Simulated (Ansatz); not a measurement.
SnO$_{2}$: a vibration from a frozen displacement

Level of theory: DFT LDA, scalar-relativistic, plane waves, PAW (Ansatz 0.2.0). Cutoff 420 eV, Γ-centred 6×6×6 k-points, Gaussian smearing of 0.05 eV. No spin polarisation. Energies are free energies at this smearing, counted from the undisturbed cell; pressure is positive in compression.

Zero of the scan (relaxed at this level; this form isn't the usual structure):

```
CELL_PARAMETERS angstrom
-3.20783 -1.85204 4.08138
3.20783 -1.85204 4.08138
0.00000 3.70408 4.08138
ATOMIC_POSITIONS crystal
Sn 0.50000 0.50000 0.50000
Sn 0.00000 0.00000 0.50000
Sn 0.00000 0.50000 0.00000
Sn 0.50000 0.00000 0.00000
O 0.24519 0.24519 0.24519
O 0.74519 0.74519 0.24519
O 0.74519 0.24519 0.74519
O 0.24519 0.74519 0.74519
O 0.75481 0.75481 0.75481
O 0.25481 0.25481 0.75481
O 0.25481 0.75481 0.25481
O 0.75481 0.25481 0.25481
```

The cell holds layers and no dispersion correction was added, so their binding is poorly described.

Atom 1 (Sn) is moved by x along the Cartesian unit vector (0.000, 0.000, 1.000); the cell and all other atoms stay fixed. The cell's volume is 145.49 Å³; the moved atoms weigh 118.710 u together and the others 484.122 u. Some rows repeat others by symmetry and weren't run.

```
  x (Å)  ΔE (meV/cell) total force on the moved atoms along the move (eV/Å) pressure (GPa)
-0.3000         461.75                                                2.8974          0.8735
-0.2700         378.21                                                2.6686          0.7162
-0.2400         301.82                                                2.4212          0.5715
-0.2100         233.11                                                2.1568          0.4407
-0.1800         172.56                                                1.8773          0.3249
-0.1500         120.60                                                1.5848          0.2250
-0.1200          77.58                                                1.2812          0.1421
-0.0600          19.53                                                0.6495          0.0298
 0.0000           0.00                                                0.0000         -0.0081
 0.0600          19.53                                               -0.6495          0.0298
 0.1200          77.58                                               -1.2812          0.1421
 0.1500         120.60                                               -1.5848          0.2250
 0.1800         172.56                                               -1.8773          0.3249
 0.2100         233.11                                               -2.1568          0.4407
 0.2400         301.82                                               -2.4212          0.5715
 0.2700         378.21                                               -2.6686          0.7162
 0.3000         461.75                                               -2.8974          0.8735
```

Task: What frequency belongs to this motion?

Result: The force constant is k = −dF/dx = 10.825 eV/Å², from the parabola through x = -0.0600, 0 and 0.0600. In every cell the moved atoms swing against the rest, so the mass is μ = m₁m₂/(m₁ + m₂) = 95.334 u, and ν̃ = 521.5 cm⁻¹ × √(|k|/μ) = 176 cm⁻¹. The pattern needn't be a normal mode: ν̃² is then a weighted mean of the squared nonzero frequencies at the zone centre of this cell, taken without macroscopic field, so it lies between the lowest and the highest of them.

Task: How far does the harmonic law reach?

Result: At x = -0.300 Å, kx²/2 = 487.12 meV against the computed 461.75 meV (-5.2 %): the well is still close to harmonic there.

Task: The pressure changes with x². What does that say about the frequency under compression?

Result: With E = k(V)x²/2, k ∝ V^(−2γ) and x scaling with the cell as V^(1/3), P − P0 = −∂E/∂V = (2γ − 2/3) ΔE/V. At x = 0.1200 Å, V(P − P0) = 145.49 × 0.15026 / 160.2 eV = 136.44 meV and ΔE = 77.58 meV, so γ = 1/3 + V(P − P0)/(2ΔE) = 1.21. This is the Grüneisen parameter of the motion under uniform scaling of the cell: shrinking the cell evenly by 1 % in volume raises the frequency by about 1.21 %.

Cost: 9 runs of about 5.3 core-minutes in all, on Arm Neoverse V2 (shared hosts).

The tin atom sits in a single well, with no sign of off-centring along the layer normal. This fits Sn(IV), whose 5s shell is formally empty, so there is no lone pair to favour a lopsided site as in Sn(II) oxides. The displacement shortens three Sn–O bonds and lengthens the three opposite. Inversion symmetry cancels the odd terms in the energy, and the gradual softening probably reflects the weakening of the stretched bonds, which outweighs the stiffening of the short ones.

The modest 176 cm⁻¹ suits a heavy cation moving at a steep angle to its bonds, so that much of the motion is bending. It shouldn't be matched to the high Raman bands of rutile SnO₂, which are oxygen vibrations. The positive Grüneisen parameter is what stiffer, shorter Sn–O bonds would give. Under real hydrostatic pressure, however, the gaps between the layers would probably take up most of the compression, so the frequency may well rise less with volume loss than 1.21 suggests.
